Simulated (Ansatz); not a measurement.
Set up this calculation in Ansatz 0.2.0, as the native input.

```yaml
Task: band structure
Functional: exchange-only PBE
Potentials_or_basis: Ansatz PAW
Cutoff: "420 eV (not typed: the program's choice for these potentials)"
k_mesh: 3 × 6 × 6
Occupations: fermi-dirac, width 0.05 eV
Spin: no spin polarisation
Path: "[[\"G\", \"X\", \"S\", \"Y\", \"G\", \"Z\", \"U\", \"R\", \"T\", \"Z\"], [\"Y\", \"T\"], [\"U\", \"X\"], [\"S\", \"R\"]]"
Points_for_each_segment_of_the_path: 10
```

Crystal: SnSe.

```
CELL_PARAMETERS angstrom
11.42000 0.00000 0.00000
0.00000 4.19000 0.00000
0.00000 0.00000 4.46000
ATOMIC_POSITIONS crystal
Sn 0.87700 0.75000 0.90900
Sn 0.62300 0.25000 0.40900
Sn 0.37700 0.75000 0.59100
Sn 0.12300 0.25000 0.09100
Se 0.64300 0.75000 0.98400
Se 0.85700 0.25000 0.48400
Se 0.14300 0.75000 0.51600
Se 0.35700 0.25000 0.01600
```

The input as run:

input.yaml

```yaml
crystal:
  lattice:
    - [11.42, 0.0, 0.0]
    - [0.0, 4.19, 0.0]
    - [0.0, 0.0, 4.46]
  atoms:
    - { symbol: Sn, position: [0.877, 0.75, 0.909] }
    - { symbol: Sn, position: [0.623, 0.25, 0.409] }
    - { symbol: Sn, position: [0.377, 0.75, 0.591] }
    - { symbol: Sn, position: [0.123, 0.25, 0.091] }
    - { symbol: Se, position: [0.643, 0.75, 0.984] }
    - { symbol: Se, position: [0.857, 0.25, 0.484] }
    - { symbol: Se, position: [0.143, 0.75, 0.516] }
    - { symbol: Se, position: [0.357, 0.25, 0.016] }
hamiltonian:
  xc: { exchange: pbe, correlation: none }
  pseudopotentials: { kind: paw }
kpoints:
  mp_grid: { grid: [3, 6, 6] }
  band_path:
    path:
      - [[0.0, 0.0, 0.0], [0.0, 0.5, 0.0], [0.0, 0.5, 0.5], [0.0, 0.0, 0.5], [0.0, 0.0, 0.0], [0.5, 0.0, 0.0], [0.5, 0.5, 0.0], [0.5, 0.5, 0.5], [0.5, 0.0, 0.5], [0.5, 0.0, 0.0]]
      - [[0.0, 0.0, 0.5], [0.5, 0.0, 0.5]]
      - [[0.5, 0.5, 0.0], [0.0, 0.5, 0.0]]
      - [[0.0, 0.5, 0.5], [0.5, 0.5, 0.5]]
    npoints: 10
scf:
  occupations: { method: fermi_dirac, width: 0.05 }
  n_extra_bands: 20
output:
  forces: true
  stress: true
  eigenvalues: true
  fatbands: false
```

Potentials or basis: Ansatz PAW.

Run with:

```bash
$ ansatz run input.yaml --threads 2 --pin off --max-ram 5120MiB --backend cpu --events-out ev --progress --plain --runs-dir out
```

It gave:

```json
{
 "Pressure": "12.3 GPa",
 "Largest force": "0.577 eV/Å",
 "Band gap on the k mesh": "0.68 eV, indirect (least direct gap 0.85 eV)",
 "Band gap along the path": "0.69 eV, indirect (least direct gap 0.92 eV)"
}
```

Caveat: spin-orbit coupling is left out, which moves the levels of the heavy elements; the PAW data sets come from PBE, with cores solved anew for the run's functional, which leaves a small shift of forces and pressure.

Wall time 47 s on 2 threads of Arm Neoverse V1, with other jobs on the host, peak memory 1.2 GiB.
